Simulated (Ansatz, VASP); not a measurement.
## Nb: VASP beside Ansatz

File POSCAR:

```
Nb
1.0
   -1.6220660000      1.6220660000      1.6220660000
    1.6220660000     -1.6220660000      1.6220660000
    1.6220660000      1.6220660000     -1.6220660000
Nb
1
Direct
    0.0000000000      0.0000000000      0.0000000000
```

The input INCAR.step1:

```
SYSTEM = Nb
ALGO = Normal
EDIFF = 1E-4
ENCUT = 520
GGA = PE
ISMEAR = -1
LASPH = .TRUE.
LCHARG = .FALSE.
LDAU = .TRUE.
LDAUJ = 0
LDAUL = 2
LDAUTYPE = 2
LDAUU = 1
LMAXMIX = 4
LREAL = .FALSE.
LWAVE = .TRUE.
NBANDS = 12
NELM = 150
PREC = Accurate
SIGMA = 0.1069
```

Contents of INCAR.step2:

```
SYSTEM = Nb
ALGO = Normal
EDIFF = 1E-7
ENCUT = 520
ISIF = 2
ISMEAR = -1
ISTART = 1
LASPH = .TRUE.
LCHARG = .TRUE.
LDAU = .TRUE.
LDAUJ = 0
LDAUL = 2
LDAUPRINT = 1
LDAUTYPE = 2
LDAUU = 1
LELF = .TRUE.
LMAXMIX = 4
LMIXTAU = .TRUE.
LREAL = .FALSE.
LVHAR = .TRUE.
LWAVE = .FALSE.
METAGGA = R2SCAN
NBANDS = 12
NELM = 150
PREC = Accurate
SIGMA = 0.1069
```

KPOINTS

```
k-points
0
G
  8 8 8
  0 0 0
```

Input for Ansatz:

```yaml
crystal:
  lattice:
    - [-1.622066, 1.622066, 1.622066]
    - [1.622066, -1.622066, 1.622066]
    - [1.622066, 1.622066, -1.622066]
  atoms:
    - { symbol: Nb, position: [0.0, 0.0, 0.0] }
  symmetry: { tolerance: 0.0003 }
kpoints:
  mp_grid: { grid: [8, 8, 8], shift: [0, 0, 0] }
magnetization:
  spin_polarized: false
scf:
  occupations: { method: fermi_dirac, width: 0.1069 }
  eigensolver: { kind: davidson }
hamiltonian:
  pseudopotentials: { kind: paw }
  xc: r2scan
  hubbard: { sites: [{ species: Nb, l: d, u_eff: 1.0 }], double_counting: fll }
basis:
  ecutwfc: 500
output:
  forces: true
  stress: true
  eigenvalues: true
  write_density: true
  write_potential: true
  elf: true
  volumetric_format: npy
```

The cell was built by a generator and needn't be a form met in nature.

Alike in both runs: task single point; functional r2SCAN; k mesh 8 × 8 × 8; occupations fermi-dirac, width 0.1069 eV; no spin polarisation; Hubbard terms Nb d U = 1.0 eV.

|  | VASP | Ansatz |
| --- | --- | --- |
| version | VASP 6.6.1 | Ansatz 0.2.0 |
| potentials or method | VASP PAW PBE potentials, release 64 (Nb_sv) | PAW plane waves |
| plane-wave cutoff (eV) | 520 | 500 |
| valence electrons in the cell | 13 | 13 |

|  | VASP | Ansatz | Ansatz less VASP |
| --- | --- | --- | --- |
| gap on the k mesh at the Fermi level (eV) | none | none | - |
| pressure (GPa) | 14.3 | 11.8 | -2.46 |

The programs project onto different local orbitals, so the same U acts differently. A gap of «none» marks a metal or a gap that the smearing closes. Ansatz warned: «filled_band_counts_differ_across_k_points».

Caveats: the PAW data sets were made with another functional, which shifts forces and pressure a little (VASP); U without spin polarisation on a metal has little footing; the U is typed as a test and isn't derived for this compound.
